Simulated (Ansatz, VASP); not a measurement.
## One calculation of Nb, two programs

```xyz
1
Lattice="-1.6548 1.6548 1.6548 1.6548 -1.6548 1.6548 1.6548 1.6548 -1.6548" Properties=species:S:1:pos:R:3 pbc="T T T"
Nb    0.0000    0.0000    0.0000
```

Alike in both runs: task single point; functional PBE; k mesh 5 × 5 × 5; occupations fermi-dirac, width 0.1 eV; no spin polarisation.

|  | VASP | Ansatz |
| --- | --- | --- |
| version | VASP 6.6.1 | Ansatz 0.2.0 |
| potentials or method | VASP PAW PBE potentials, release 64 (Nb_sv) | plane waves (420 eV) with PAW, scalar-relativistic |
| plane-wave cutoff (eV) | 520 | 420 |
| valence electrons in the cell | 13 | 13 |

|  | VASP | Ansatz | Ansatz less VASP |
| --- | --- | --- | --- |
| pressure (GPa) | -0.8 | -0.5 | +0.33 |

Caveats: the k mesh is coarse (spacing up to 0.54 Å⁻¹), so the values aren't converged.
